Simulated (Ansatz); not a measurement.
Wanted: the native input for an Ansatz 0.2.0 run.

```yaml
Task: band structure
Functional: PBE
Dispersion: D4
Potentials_or_basis: SSSP precision PAW
Cutoff: 612 eV
Density_cutoff: 6123 eV
k_mesh: 10 × 10 × 10
Occupations: fermi-dirac, width 0.1 eV
Spin: collinear spin, random start
Starting_moments: "[-0.5] μB"
Path: "[[\"G\", \"H\", \"N\", \"G\", \"P\", \"H\"], [\"P\", \"N\"]]"
Points_for_each_segment_of_the_path: 14
```

Lu:

```xyz
1
Lattice="-1.9541 1.9541 1.9541 1.9541 -1.9541 1.9541 1.9541 1.9541 -1.9541" Properties=species:S:1:pos:R:3 pbc="T T T"
Lu    0.0000    0.0000    0.0000
```

This isn't the form of Lu at room conditions, which is hcp.

One way to write it, as run:

input.yaml

```yaml
crystal:
  lattice:
    - [-1.9541071088, 1.9541071088, 1.9541071088]
    - [1.9541071088, -1.9541071088, 1.9541071088]
    - [1.9541071088, 1.9541071088, -1.9541071088]
  atoms:
    - { symbol: Lu, position: [0.0, 0.0, 0.0], spin: -0.5 }
hamiltonian:
  xc: pbe
  pseudopotentials: { kind: paw, accuracy: stringent }
  dispersion: d4
magnetization:
  spin_polarized: true
kpoints:
  mp_grid: { grid: [10, 10, 10] }
  band_path:
    path:
      - [[0.0, 0.0, 0.0], [0.5, -0.5, 0.5], [0.0, 0.0, 0.5], [0.0, 0.0, 0.0], [0.25, 0.25, 0.25], [0.5, -0.5, 0.5]]
      - [[0.25, 0.25, 0.25], [0.0, 0.0, 0.5]]
    npoints: 14
scf:
  occupations: { method: fermi_dirac, width: 0.1 }
  n_extra_bands: 6
output:
  forces: true
  stress: true
  eigenvalues: true
  fatbands: false
  write_density: true
  write_potential: true
  elf: true
  volumetric_format: npy
```

Potentials or basis: SSSP precision PAW.

Run with:

```bash
$ ansatz run input.yaml --threads 1 --pin off --max-ram 2560MiB --backend cpu --events-out ev --progress --plain --runs-dir out
```

Results of the run:

```yaml
Pressure: -1.2 GPa
Band_gap_on_the_k_mesh: none (metal or under the smearing width)
Net_moment: 0.00 μB per cell
Absolute_moment: 0.00 μB per cell
```

Caveat: spin-orbit coupling is left out, which moves the levels of the heavy elements; pairwise dispersion overbinds metals, which lowers pressure and volume; the starting moments weren't kept.

Run time: 22 s on 1 thread of Arm Neoverse N1, with other jobs on the host, peak memory 0.49 GiB.
